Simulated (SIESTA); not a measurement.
Crystal: Ir.

```
Ir
1.0
     0.00000    1.91560    1.91560
     1.91560    0.00000    1.91560
     1.91560    1.91560    0.00000
Ir
1
Direct
  0.00000 0.00000 0.00000
```

- Program: SIESTA 5.4.2
- Task: single point
- Functional: PBE
- Potentials or basis: PseudoDojo 0.4 standard (PBE files)
- Basis: DZP (energy shift 0.003 Ry; two zetas on semicore shells)
- Grid cutoff: 800 Ry
- Energy shift: 0.003 Ry
- k mesh: 12 × 12 × 12
- Occupations: fermi-dirac, width 0.05 eV
- Spin: no spin polarisation

On this cell: pressure 14.3 GPa; band gap on the k mesh none (metal or under the smearing width).

The same run follows on a disturbed copy (cell strained at random at fixed volume):

```
CELL_PARAMETERS angstrom
-0.00903 1.95837 1.93892
1.89839 0.02290 1.90699
1.89968 1.92773 0.02161
ATOMIC_POSITIONS crystal
Ir 0.99766 0.99684 0.98575
```

Problem. What does the disturbed cell give?

Solution. The energy (extrapolated to zero smearing) moves by +13.5 meV/atom; pressure 14.7 GPa; band gap on the k mesh none (metal or under the smearing width).

Stress tensor (GPa, compression positive):
```
16.74  1.32  1.86
 1.32 11.78 -8.99
 1.86 -8.99 15.60
```

Caveats: short orbitals over semicore shells can move pressures by several GPa; the valence orbitals were made in a potential fitted to the semicore shell under them, which widens gaps by tenths of an eV or more; the basis of atomic orbitals isn't converged, which shifts pressures, moduli and gaps.
